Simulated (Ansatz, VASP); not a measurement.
# Cu: VASP beside Ansatz

```
CELL_PARAMETERS angstrom
0.00000 1.77060 1.77060
1.77060 0.00000 1.77060
1.77060 1.77060 0.00000
ATOMIC_POSITIONS crystal
Cu 0.00000 0.00000 0.00000
```

Alike in both runs: task single point; functional PBE; k mesh 16 × 16 × 16; occupations gaussian, width 0.05 eV; no spin polarisation.

|  | VASP | Ansatz |
| --- | --- | --- |
| version | VASP 6.6.1 | Ansatz 0.2.0 |
| potentials or method | VASP PAW PBE potentials, release 64 (Cu) | scalar-relativistic, plane waves, PAW |
| plane-wave cutoff (eV) | 520 | 420 |
| valence electrons in the cell | 11 | 19 |

Ansatz gave:

* gap on the k mesh at the Fermi level (eV): none
* pressure (GPa): 12.7

Question: What did VASP give for the same quantities?

Answer: gap on the k mesh at the Fermi level (eV): none; pressure (GPa): 13.2.

A gap of «none» marks a metal or a gap that the smearing closes. The two sets of potentials don't hold the same shells in valence.
